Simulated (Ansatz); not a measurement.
Runs of Ansatz 0.2.0 on FeO. Symmetry: Pm-3m, No. 221, cubic system. Conventional cell: a = 2.612 Å, b = 2.612 Å, c = 2.612 Å, α = 90.00°, β = 90.00°, γ = 90.00°. Fe (site symmetry m-3m) is surrounded by 8 O at 2.26 Å. O (site symmetry m-3m) has 8 Fe at 2.26 Å as nearest neighbours. The cell comes from a database or a generator and needn't be the stable form of this composition.

```csv
task,level,cell,points for each segment of the path,gap on the mesh (eV),pressure (GPa),moment (μB),relaxed volume (Å³/atom)
band structure,HSE03,as given,4,none,1.4,4.00,-
relaxation of cell and atoms,HSE03,relaxed,-,none,0.0,4.00,8.97
single point,PBEsol0,as given,-,none,(a),4.00,-
relaxation of cell and atoms,HSEsol,relaxed,-,none,0.0,4.00,8.68
relaxation of cell and atoms,PBEsol0,relaxed,-,none,0.0,4.00,(b)
band structure,HSEsol,as given,4,none,-6.0,4.00,-
```

Alike in all rows: potentials or basis Ansatz PAW; spin collinear, ferromagnetic start; k mesh 5 × 5 × 5; cutoff (eV) 420; smearing fermi-dirac 0.05 eV; the mesh is coarse, so values aren't converged.

Q: Estimate the missing entries.

A: (a) -6.3; (b) 8.67.

Caveats: all runs use coarse meshes; the magnetic or orbital state may not be the lowest; a cell with one magnetic atom can't hold antiferromagnetic order, which such compounds often take; the PAW data sets come from PBE, with cores solved anew for the run's functional, which leaves a small shift of forces and pressure; the thresholds are loose for stress (some runs); the plane-wave basis is chosen anew once the cell has moved, so the energies of steps on either side of that aren't comparable (some runs).

A gap of «none» marks a metal or a gap under the smearing width.
